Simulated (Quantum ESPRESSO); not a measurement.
# PbS (Galena) (Fm-3m) in Quantum ESPRESSO: settings compared

Aim: see how the results for PbS (Galena) move with the level of theory and the settings. Levels: PBEsol, WC, BLYP, AM05, LDA. Tasks: dielectric tensor.

All numbers are computed with Quantum ESPRESSO 7.5; they aren't measurements. Logs are shortened: lines on timing, memory, paths and dates and some standing lists are left out, and cuts for length are marked.

**Experimental background.**

A printed reference work, monograph reports, for a bulk crystal of PbS at 300 K: high-frequency dielectric constant 17.2.

The runs below are set against these values where they give the same quantity.

### Step 1. Starting point

The structure is cubic, space group Fm-3m (No. 225). Conventional cell: a = 5.931 Å, b = 5.931 Å, c = 5.931 Å, α = 90.00°, β = 90.00°, γ = 90.00°. Pb (site symmetry m-3m) has 6 S at 2.97 Å as nearest neighbours. S (site symmetry m-3m) is surrounded by 6 Pb at 2.97 Å.

### Step 2. Dielectric tensor, PBEsol

Input file pw.in:

```
&CONTROL
  calculation = 'scf'
  prefix = 'pwscf'
  outdir = './tmp'
  pseudo_dir = './pseudo'
  tprnfor = .true.
  tstress = .true.
  disk_io = 'low'
/
&SYSTEM
  ibrav = 0
  nat = 2
  ntyp = 2
  ecutwfc = 56
  nbnd = 16
  occupations = 'smearing'
  smearing = 'fd'
  degauss = 0.00367493
/
&ELECTRONS
  conv_thr = 4d-10
  electron_maxstep = 120
  mixing_beta = 0.5
/
ATOMIC_SPECIES
Pb   207.2000 Pb.upf
S     32.0600 S.upf
CELL_PARAMETERS angstrom
   0.0000000000    2.9657500000    2.9657500000
   2.9657500000    0.0000000000    2.9657500000
   2.9657500000    2.9657500000    0.0000000000
ATOMIC_POSITIONS angstrom
Pb     0.0000000000    0.0000000000    0.0000000000
S      2.9657500000    2.9657500000    2.9657500000
K_POINTS automatic
8 8 8 1 1 1
```

Input file gamma.in:

```
&CONTROL
  calculation = 'bands'
  prefix = 'pwscf'
  outdir = './tmp'
  pseudo_dir = './pseudo'
  disk_io = 'low'
  verbosity = 'high'
/
&SYSTEM
  ibrav = 0
  nat = 2
  ntyp = 2
  ecutwfc = 56
  nbnd = 16
  occupations = 'smearing'
  smearing = 'fd'
  degauss = 0.00367493
/
&ELECTRONS
  conv_thr = 1d-08
  electron_maxstep = 120
  mixing_beta = 0.5
  diago_full_acc = .true.
  startingwfc = 'random'
/
ATOMIC_SPECIES
Pb   207.2000 Pb.upf
S     32.0600 S.upf
CELL_PARAMETERS angstrom
   0.0000000000    2.9657500000    2.9657500000
   2.9657500000    0.0000000000    2.9657500000
   2.9657500000    2.9657500000    0.0000000000
ATOMIC_POSITIONS angstrom
Pb     0.0000000000    0.0000000000    0.0000000000
S      2.9657500000    2.9657500000    2.9657500000
K_POINTS crystal
1
0.0 0.0 0.0 1
```

Input file scf2.in:

```
&CONTROL
  calculation = 'scf'
  prefix = 'pwscf'
  outdir = './tmp'
  pseudo_dir = './pseudo'
  tprnfor = .true.
  tstress = .true.
  disk_io = 'low'
/
&SYSTEM
  ibrav = 0
  nat = 2
  ntyp = 2
  ecutwfc = 56
  nbnd = 16
  occupations = 'fixed'
/
&ELECTRONS
  conv_thr = 1d-13
  electron_maxstep = 120
  mixing_beta = 0.5
  startingpot = 'file'
/
ATOMIC_SPECIES
Pb   207.2000 Pb.upf
S     32.0600 S.upf
CELL_PARAMETERS angstrom
   0.0000000000    2.9657500000    2.9657500000
   2.9657500000    0.0000000000    2.9657500000
   2.9657500000    2.9657500000    0.0000000000
ATOMIC_POSITIONS angstrom
Pb     0.0000000000    0.0000000000    0.0000000000
S      2.9657500000    2.9657500000    2.9657500000
K_POINTS automatic
8 8 8 1 1 1
```

Input file ph.in:

```
dielectric of PbS
&INPUTPH
  prefix = 'pwscf'
  outdir = './tmp'
  tr2_ph = 1d-18
  fildyn = 'dyn'
  niter_ph = 90
  alpha_mix(1) = 0.7
  epsil = .true.
  trans = .false.
  zeu = .true.
/
0.0000000000 0.0000000000 0.0000000000
```

Potentials or basis: PseudoDojo 0.4.1 SR PBEsol standard.

Command:

```console
$ OMP_NUM_THREADS=1 pw.x -in pw.in > pw.out
$ OMP_NUM_THREADS=1 pw.x -in gamma.in > gamma.out
$ OMP_NUM_THREADS=1 pw.x -in scf2.in > scf2.out
$ OMP_NUM_THREADS=1 ph.x -in ph.in > ph.out
```

pw.out:

```text
This program is part of the open-source Quantum ESPRESSO suite
     for quantum simulation of materials; please cite
[... 9 lines left out ...]
     --------------------
     sticks:   dense  smooth     PW     G-vecs:    dense   smooth      PW
     Sum         955     955    301                19891    19891    3479

     Using Slab Decomposition

     bravais-lattice index     =            0
     lattice parameter (alat)  =       7.9259  a.u.
     unit-cell volume          =     352.0710 (a.u.)^3
     number of atoms/cell      =            2
     number of atomic types    =            2
     number of electrons       =        20.00
     number of Kohn-Sham states=           16
     kinetic-energy cutoff     =      56.0000  Ry
     charge density cutoff     =     224.0000  Ry
     scf convergence threshold =      4.0E-10
     mixing beta               =       0.5000
     number of iterations used =            8  plain     mixing
     Exchange-correlation= PBESOL
                           (   1   4  10   8   0   0   0)

     celldm(1)=   7.925897  celldm(2)=   0.000000  celldm(3)=   0.000000
     celldm(4)=   0.000000  celldm(5)=   0.000000  celldm(6)=   0.000000

[... 8 lines left out ...]
               b(3) = (  0.707107  0.707107 -0.707107 )

     PseudoPot. # 1 for Pb read from file:
     Pb.upf
     Pseudo is Norm-conserving + core correction, Zval = 14.0
     Generated using ONCVPSP code by D. R. Hamann
     Using radial grid of 1678 points,  6 beta functions with:
                l(1) =   0
                l(2) =   0
                l(3) =   1
                l(4) =   1
                l(5) =   2
                l(6) =   2

     PseudoPot. # 2 for S  read from file:
     S.upf
     Pseudo is Norm-conserving + core correction, Zval =  6.0
     Generated using ONCVPSP code by D. R. Hamann
     Using radial grid of 1146 points,  6 beta functions with:
                l(1) =   0
                l(2) =   0
                l(3) =   1
                l(4) =   1
                l(5) =   2
                l(6) =   2

     atomic species   valence    mass     pseudopotential
     Pb               14.00   207.20000     Pb( 1.00)
     S                 6.00    32.06000     S ( 1.00)

     48 Sym. Ops., with inversion, found

   Cartesian axes

     site n.     atom                  positions (alat units)
         1        Pb     tau(   1) = (   0.0000000   0.0000000   0.0000000  )
         2        S      tau(   2) = (   0.7071068   0.7071068   0.7071068  )

     number of k points=    60  Fermi-Dirac smearing, width (Ry)=  0.0037
                       cart. coord. in units 2pi/alat
        k(    1) = (   0.0441942   0.0441942   0.0441942), wk =   0.0078125
        k(    2) = (   0.1325825   0.1325825  -0.0441942), wk =   0.0234375
        k(    3) = (   0.2209709   0.2209709  -0.1325825), wk =   0.0234375
        k(    4) = (   0.3093592   0.3093592  -0.2209709), wk =   0.0234375
        k(    5) = (  -0.3093592  -0.3093592   0.3977476), wk =   0.0234375
        k(    6) = (  -0.2209709  -0.2209709   0.3093592), wk =   0.0234375
[... 52 lines left out ...]
        k(   59) = (   0.3093592   0.3093592   0.3093592), wk =   0.0078125
        k(   60) = (  -0.3093592  -0.3093592   0.9280777), wk =   0.0234375

     Dense  grid:    19891 G-vectors     FFT dimensions: (  40,  40,  40)

     Initial potential from superposition of free atoms

     starting charge      19.9980, renormalised to      20.0000
     Starting wfcs are   13 randomized atomic wfcs +    3 random wfcs

     Self-consistent Calculation

     iteration #  1     ecut=    56.00 Ry     beta= 0.50
     Davidson diagonalization with overlap
     ethr =  1.00E-02,  avg # of iterations =  5.6

     Threshold (ethr) on eigenvalues was too large:
     Diagonalizing with lowered threshold

     Davidson diagonalization with overlap
     ethr =  5.66E-04,  avg # of iterations =  1.9

     total energy              =    -162.61910482 Ry
     estimated scf accuracy    <       0.10981600 Ry

     iteration #  2     ecut=    56.00 Ry     beta= 0.50
     Davidson diagonalization with overlap
     ethr =  5.49E-04,  avg # of iterations =  2.2

     total energy              =    -162.64892996 Ry
     estimated scf accuracy    <       0.01612063 Ry

     iteration #  3     ecut=    56.00 Ry     beta= 0.50
     Davidson diagonalization with overlap
     ethr =  8.06E-05,  avg # of iterations =  4.4

     total energy              =    -162.65181733 Ry
     estimated scf accuracy    <       0.00087652 Ry

     iteration #  4     ecut=    56.00 Ry     beta= 0.50
     Davidson diagonalization with overlap
     ethr =  4.38E-06,  avg # of iterations =  6.3

     total energy              =    -162.65187537 Ry
     estimated scf accuracy    <       0.00001989 Ry

     iteration #  5     ecut=    56.00 Ry     beta= 0.50
     Davidson diagonalization with overlap
     ethr =  9.94E-08,  avg # of iterations =  2.0
[... 15 lines left out ...]
     total energy              =    -162.65187341 Ry
     estimated scf accuracy    <       0.00000095 Ry

     iteration #  8     ecut=    56.00 Ry     beta= 0.50
     Davidson diagonalization with overlap
     ethr =  4.73E-09,  avg # of iterations =  2.0

     total energy              =    -162.65187349 Ry
     estimated scf accuracy    <       0.00000003 Ry

     iteration #  9     ecut=    56.00 Ry     beta= 0.50
     Davidson diagonalization with overlap
     ethr =  1.52E-10,  avg # of iterations =  2.2

     total energy              =    -162.65187349 Ry
     estimated scf accuracy    <          2.2E-09 Ry

     iteration # 10     ecut=    56.00 Ry     beta= 0.50
     Davidson diagonalization with overlap
     ethr =  1.08E-11,  avg # of iterations =  2.0

     End of self-consistent calculation

          k = 0.0442 0.0442 0.0442 (  2505 PWs)   bands (ev):

    -8.1652  -8.1642  -8.1642  -8.1517  -8.1517  -4.9933   2.3874   6.4245
     6.4245   6.5067  13.3088  13.4859  13.4859  15.1920  15.2993  15.2993

          k = 0.1326 0.1326-0.0442 (  2520 PWs)   bands (ev):

    -8.1650  -8.1624  -8.1619  -8.1553  -8.1465  -4.8150   1.8515   6.2200
     6.5964   7.0120  11.8979  12.4068  13.0255  15.2340  15.4736  16.1194

          k = 0.2210 0.2210-0.1326 (  2498 PWs)   bands (ev):

    -8.1726  -8.1722  -8.1629  -8.1399  -8.1323  -4.4088   0.8987   6.1977
     6.7656   7.6644  10.3829  11.2656  12.0691  15.4327  16.2843  17.1916

          k = 0.3094 0.3094-0.2210 (  2486 PWs)   bands (ev):

    -8.1837  -8.1816  -8.1616  -8.1230  -8.1202  -3.9283   0.0142   6.3411
     6.8254   8.1724   9.3335  10.6068  11.2448  16.2975  17.5464  18.4799

          k =-0.3094-0.3094 0.3977 (  2496 PWs)   bands (ev):

    -8.1889  -8.1828  -8.1614  -8.1189  -8.1154  -3.7452  -0.2778   6.5447
     6.6971   8.2189   9.1308  10.6260  10.8326  16.8719  18.5843  18.6997

          k =-0.2210-0.2210 0.3094 (  2490 PWs)   bands (ev):

    -8.1843  -8.1757  -8.1622  -8.1295  -8.1214  -4.0781   0.2758   6.4814
     6.6023   7.9229   9.6789  11.0823  11.2514  15.7699  17.3681  17.9165
[... 86 lines left out ...]
          k = 0.0442-0.4861 0.5745 (  2489 PWs)   bands (ev):

    -8.2665  -8.1675  -8.1453  -8.1243  -8.1090  -3.3360   0.5295   3.8453
     5.2423   6.4840  11.6017  12.6824  13.4950  14.9302  18.3735  19.7210

          k = 0.1326-0.3977 0.4861 (  2491 PWs)   bands (ev):

    -8.2241  -8.1661  -8.1505  -8.1349  -8.1160  -3.5220   0.0684   4.8199
     5.8766   7.3237  10.3026  11.7116  12.7260  16.3569  17.3160  18.7001

          k = 0.2210-0.3094 0.3977 (  2484 PWs)   bands (ev):

    -8.1941  -8.1784  -8.1593  -8.1247  -8.1167  -3.7651  -0.1174   6.0675
     6.5682   7.9128   9.4756  10.8448  11.5020  16.3964  18.0889  18.8224

          k =-0.6629 0.0442 0.0442 (  2480 PWs)   bands (ev):

    -8.3051  -8.1899  -8.1265  -8.1047  -8.1039  -3.3398   1.2304   3.4411
     5.1597   5.2030  12.3344  13.9515  14.0542  14.1690  19.7140  20.4396

          k =-0.5745 0.1326-0.0442 (  2484 PWs)   bands (ev):

    -8.2785  -8.1820  -8.1358  -8.1137  -8.1084  -3.4865   0.8772   4.1492
     5.0988   5.8420  12.3995  12.8662  13.4801  14.3876  19.6551  19.7995

          k =-0.4861 0.2210-0.1326 (  2484 PWs)   bands (ev):

    -8.2305  -8.1654  -8.1573  -8.1284  -8.1135  -3.6639   0.3250   5.1840
     5.6040   6.8191  10.9064  12.1858  12.5621  15.0027  18.7063  19.3234

          k =-0.4861 0.0442 0.0442 (  2484 PWs)   bands (ev):

    -8.2601  -8.1845  -8.1334  -8.1182  -8.1160  -3.8024   1.0437   5.0546
     5.4148   5.5121  12.3542  12.6415  13.6426  13.8266  18.9917  19.4688

          k =-0.3977 0.1326-0.0442 (  2496 PWs)   bands (ev):

    -8.2196  -8.1748  -8.1491  -8.1302  -8.1226  -4.0814   0.9127   5.4881
     5.9107   6.6280  11.0695  12.5089  12.7767  14.2564  18.3655  18.6675

          k =-0.3094 0.0442 0.0442 (  2507 PWs)   bands (ev):

    -8.1950  -8.1748  -8.1470  -8.1412  -8.1354  -4.4621   1.3858   5.8914
     5.9084   7.3107  10.6068  12.9787  13.2262  13.7858  17.6246  17.7304

          k = 0.1326 0.1326 0.1326 (  2517 PWs)   bands (ev):

    -8.1652  -8.1652  -8.1640  -8.1466  -8.1466  -4.7303   1.5985   6.5051
     6.5051   7.0612  11.6316  12.3182  12.3182  15.1428  15.9405  15.9405

          k = 0.2210 0.2210 0.0442 (  2504 PWs)   bands (ev):

    -8.1706  -8.1673  -8.1629  -8.1487  -8.1347  -4.4794   1.1333   5.7919
     6.8234   7.7123  10.4651  11.3398  12.6575  15.7287  15.8631  17.3765

          k = 0.3094 0.3094-0.0442 (  2493 PWs)   bands (ev):

    -8.1881  -8.1705  -8.1567  -8.1375  -8.1300  -4.0458   0.5152   5.2120
     6.8332   8.0358   9.7191  10.8550  12.6224  16.4597  16.5398  18.8433

          k =-0.3094-0.3094 0.5745 (  2490 PWs)   bands (ev):

    -8.2082  -8.1711  -8.1525  -8.1307  -8.1214  -3.6470   0.0189   5.0800
     6.4993   7.4834  10.0240  11.0317  12.4954  16.8340  17.6339  17.7517

          k =-0.2210-0.2210 0.4861 (  2487 PWs)   bands (ev):
[... 99 lines left out ...]
          k =-0.1326-0.3094 0.7513 (  2495 PWs)   bands (ev):

    -8.2521  -8.1582  -8.1486  -8.1392  -8.1092  -3.3579   0.3861   4.1266
     4.9181   7.3387  10.6774  12.6966  13.2213  15.9668  17.1803  19.8165

          k =-0.8397 0.2210 0.2210 (  2493 PWs)   bands (ev):

    -8.2379  -8.1589  -8.1578  -8.1295  -8.1137  -3.4756   0.1825   4.5672
     5.9633   6.6122  11.0334  11.9141  12.9362  15.4498  18.4579  18.5820

          k = 0.3094 0.3094 0.3094 (  2482 PWs)   bands (ev):

    -8.1841  -8.1841  -8.1625  -8.1174  -8.1174  -3.8342  -0.2049   6.7810
     6.7810   8.3304   9.1261  10.5520  10.5520  16.7418  18.3288  18.3288

          k =-0.3094-0.3094 0.9281 (  2483 PWs)   bands (ev):

    -8.1978  -8.1780  -8.1579  -8.1240  -8.1171  -3.6811  -0.1853   5.8401
     6.5926   7.7689   9.5920  10.8104  11.6865  16.7504  18.1513  18.2447

     the Fermi energy is     8.7048 ev

!    total energy              =    -162.65187350 Ry
     estimated scf accuracy    <          4.9E-11 Ry
     smearing contrib. (-TS)   =      -0.00000045 Ry
     internal energy E=F+TS    =    -162.65187304 Ry

     The total energy is F=E-TS. E is the sum of the following terms:
     one-electron contribution =     -35.91724988 Ry
     hartree contribution      =      30.40004689 Ry
     xc contribution           =     -45.90502596 Ry
     ewald contribution        =    -111.22964409 Ry

     convergence has been achieved in  10 iterations

     Forces acting on atoms (cartesian axes, Ry/au):

     atom    1 type  1   force =     0.00000000    0.00000000   -0.00000000
     atom    2 type  2   force =     0.00000000    0.00000000   -0.00000000

     Total force =     0.000000     Total SCF correction =     0.000000

     Computing stress (Cartesian axis) and pressure

          total   stress  (Ry/bohr**3)                   (kbar)     P=       -8.08
  -0.00005492   0.00000000   0.00000000           -8.08        0.00        0.00
   0.00000000  -0.00005492   0.00000000            0.00       -8.08        0.00
   0.00000000   0.00000000  -0.00005492            0.00        0.00       -8.08

=------------------------------------------------------------------------------=
   JOB DONE.
=------------------------------------------------------------------------------=
```

Run time: 3.9 min. Hardware: 1 thread of Intel Xeon 6975P-C (Granite Rapids), shared host; peak memory 0.09 GiB.

What came out:

| Quantity | Value |
| --- | --- |
| Free energy | -2212.9915 eV |
| Pressure | -0.8 GPa |
| Electronic dielectric tensor (diagonal) | 17.50 |
| Born charges (mean of the diagonal) | Pb +4.48; S -4.47 e |

Levels at points of the mesh, in eV from the valence-band top:
```tsv
k point	band 8	band 9	band 10	band 11	band 12	band 13
(0.06, 0.06, 0.06)	-1.91	-1.91	-1.82	4.98	5.16	5.16
```

Electronic dielectric tensor:
```
17.50  0.00  0.00
 0.00 17.50  0.00
 0.00  0.00 17.50
```

Born effective charge tensors (e):
atom 1, Pb
```
4.48 0.00 0.00
0.00 4.48 0.00
0.00 0.00 4.48
```
atom 2, S
```
-4.47  0.00  0.00
 0.00 -4.47  0.00
 0.00  0.00 -4.47
```

[end of part 1 of 4]
